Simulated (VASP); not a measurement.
A run of VASP 6.6.1 is set up as follows.

The input INCAR:

```
SYSTEM = W
  PREC = Accurate
  ENCUT = 520
  EDIFF = 1E-8
  ISMEAR = -1
  SIGMA = 0.08
  LREAL = .False.
  LASPH = .True.
  NELM = 60
  ALGO = Normal
  ISIF = 2
  LWAVE = .False.
  LCHARG = .False.
  GGA = PE
  LEFG = .True.
  NBANDS = 13
```

KPOINTS

```
Automatic mesh
0
Gamma
  14 14 14
  0 0 0
```

The input POSCAR:

```
W
1.0
   -1.5815626704      1.5815626704      1.6292460000
    1.5815626704     -1.5815626704      1.6292460000
    1.5815626704      1.5815626704     -1.6292460000
W
1
Direct
    0.0000000000      0.0000000000      0.0000000000
```

Potentials or basis: VASP PAW PBE potentials, release 64 (W_sv).

Command:

```console
$ cat potpaw_PBE.64/W_sv/POTCAR > POTCAR
$ mpirun -np 1 vasp_std > vasp.out
```

Question: What does it give for the pressure?

Answer: -2.3 GPa.

Question: What does it give for the band gap on the k mesh?

Answer: None (metal or under the smearing width).

Stress tensor (GPa, compression positive):
```
 0.33  0.00  0.00
 0.00  0.33  0.00
 0.00  0.00 -7.57
```

Spin-orbit coupling is left out, which matters for the levels of W.
